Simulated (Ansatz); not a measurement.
# P (A7 type): the cost of one run

Computed with Ansatz 0.2.0 (DFT PBE, with the methods named in each step, unless a step's input says otherwise).

### 1 The structure to begin with

Symmetry: R-3m, No. 166, trigonal system. The conventional cell has a = 3.481 Å, b = 3.481 Å, c = 9.206 Å, α = 90.00°, β = 90.00°, γ = 120.00°. P (site symmetry 3m) is surrounded by 3 P at 2.32 Å.

Structure file:

```cif
data_structure
_symmetry_space_group_name_H-M 'P 1'
_symmetry_Int_Tables_number 1
_cell_length_a 3.6682
_cell_length_b 3.6682
_cell_length_c 3.6682
_cell_angle_alpha 56.657
_cell_angle_beta 56.657
_cell_angle_gamma 56.657
_cell_volume 32.21
loop_
_atom_site_label
_atom_site_type_symbol
_atom_site_fract_x
_atom_site_fract_y
_atom_site_fract_z
_atom_site_occupancy
P1 P 0.22935 0.22935 0.22935 1
P2 P 0.77065 0.77065 0.77065 1
```

Whether this phase is the stable one at these pressures isn't tested.

Atoms are numbered in the order of the input: P1, P2.

### 2 The reference volume, LAPW

input.yaml reads:

```yaml
crystal:
  lattice:
    - [1.7406625283, -1.0049719793, 3.0685068845]
    - [0.0, 2.0099439586, 3.0685068845]
    - [-1.7406625283, -1.0049719793, 3.0685068845]
  atoms:
    - { symbol: P, position: [0.2293462223, 0.2293462223, 0.2293462223] }
    - { symbol: P, position: [-0.2293462223, -0.2293462223, -0.2293462223] }
kpoints:
  mp_grid: { grid: [15, 15, 15] }
  band_path:
    path:
      - [0.0, 0.0, 0.0]
      - [0.5, 0.5, 0.5]
      - [0.7618240472, 0.2381759528, 0.5]
      - [0.5, -0.2381759528, 0.2381759528]
      - [0.5, 0.0, 0.0]
      - [0.0, 0.0, 0.0]
      - [0.3690879764, -0.3690879764, 0.0]
      - [0.6309120236, 0.0, 0.3690879764]
      - [0.5, 0.0, 0.5]
    npoints: 14
scf:
  occupations: { method: fermi_dirac, width: 0.05 }
hamiltonian:
  xc: pbe
  pseudopotentials: { kind: all_electron, lapw: { basis_error: 0.001 } }
output:
  forces: true
  stress: true
  eigenvalues: true
  populations: true
  dos: { projected: true, de: 0.2, e_range: [-14, 8] }
```

Launch:

```bash
$ ansatz run input.yaml --threads 1 --pin off --max-ram 2048MiB --backend cpu --events-out ev --progress --plain --runs-dir out
```

Q: Estimate wall time and peak memory on 1 thread of Intel Xeon Platinum 8488C (Sapphire Rapids), shared host.

About 29 s, with a peak of 0.52 GiB.
